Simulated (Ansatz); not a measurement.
We consider rutile RuO2, described by PBEsol (Ansatz, a program for electronic structure, plane waves, PAW).

A relaxed, unreconstructed slab of the (101) face has 36 atoms, two equal faces of 24.259 Å² each and an energy of -83232.4003 eV. A bulk cell of 12 atoms with the same orientation and in-plane k mesh has -27745.6582 eV. Energies are extrapolated to zero smearing.

Settings: plane-wave cutoff 500 eV, 10×8×1 k mesh (along the axes of the cell as run), Fermi–Dirac smearing 0.05 eV, scalar-relativistic PAW data made under PBE.

Worked out: γ = (E_slab − N E_bulk per atom)/2A = [-83232.4003 − 36 × (-27745.6582/12)]/(2 × 24.259) = 0.0943 eV/Å². With 16.022 J/m² per eV/Å² this is 1.51 J/m², or 2.29 eV per surface cell and face.
